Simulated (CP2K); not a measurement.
## InAs: single point with vdW-DF-cx

**Experimental background.**

From a printed reference work, data compilation, for a bulk crystal of InAs at 4.2 K: band gap 0.418 eV (direct).

The system is InAs.

```
In As
1.0
     4.26810    0.00000    0.00000
     2.13405    3.69628    0.00000
     2.13405    1.23209    3.48489
In As
1 1
Direct
  0.00000 0.00000 0.00000
  0.75000 0.75000 0.75000
```

```yaml
Program: CP2K 2026.2
Task: single point
Functional: vdW-DF-cx
Potentials_or_basis: POTENTIAL_UZH In GTH-PBE-q13, As GTH-PBE-q5; TZVP-MOLOPT-PBE-GTH basis
Density_cutoff: 9184 eV
k_mesh: 8 × 8 × 8
Occupations: fermi-dirac, width 0.05 eV
Spin: no spin polarisation
SCF_solver: diagonalisation with k points
Quickstep_method: GPW
EPS_DEFAULT: 1.0E-9
EPS_SCF: 1.0E-6
MAX_SCF: 100
SCF_GUESS: ATOMIC
k_points_reduced_by_the_point_group: yes
Mesh_centred_on_Gamma: yes
CHOLESKY: OFF
EPS_EIGVAL: 1.0E-7
MIXING_METHOD: BROYDEN_MIXING
MIXING_ALPHA: 0.4
NBUFFER: 8
NGRIDS: 4
Basis_sets: In TZVP-MOLOPT-PBE-GTH-q13, As TZVP-MOLOPT-PBE-GTH-q5
Potentials: In GTH-PBE-q13 of POTENTIAL_UZH, As GTH-PBE-q5 of POTENTIAL_UZH
ADDED_MOS: "[10]"
REL_CUTOFF_Ry: 60 Ry
MIXING_BETA_1/bohr: 1.5 1/bohr
CUTOFF_of_the_grids: 675 Ry
Cutoff_of_the_non-local_correlation_Ry: 300
```

The pressure is 3.4 GPa, the band gap on the k mesh is none (metal or under the smearing width) and the mulliken charges are In +0.07; As -0.07 e.

Levels at points of the mesh, in eV from the Fermi level:
| k point | band 6 | band 7 | band 8 | band 9 | band 10 | band 11 | band 12 | band 13 |
| --- | --- | --- | --- | --- | --- | --- | --- | --- |
| (0.00, 0.00, 0.00) | -12.00 | -0.34 | -0.05 | -0.05 | -0.05 | 3.80 | 3.80 | 3.80 |
| (0.00, 0.00, 0.50) | -10.50 | -5.92 | -1.06 | -1.06 | 0.82 | 4.60 | 4.60 | 6.86 |
| (0.00, 0.50, 0.50) | -9.96 | -5.98 | -2.43 | -2.43 | 1.39 | 1.95 | 9.21 | 9.28 |

Wall time 59 s on 1 thread of Arm Neoverse V2, on a shared host, peak memory 0.52 GiB.

Against the measured gap of InAs, 0.418 eV (direct; 4.2 K; a printed reference work, data compilation), the calculated 0.00 eV is off by -0.42 eV. Spin-orbit coupling on As, In is left out. The value is that of vdW-DF-cx in an atomic basis (POTENTIAL_UZH In GTH-PBE-q13, As GTH-PBE-q5; TZVP-MOLOPT-PBE-GTH basis), whose error adds to the functional's, on a finite k mesh, which can miss the band edges, without temperature or zero-point motion.

Caveat: Mulliken charges move with the basis; the potentials were made for another functional, which shifts forces and pressure; the basis of atomic orbitals isn't converged, which shifts pressures, moduli and gaps.
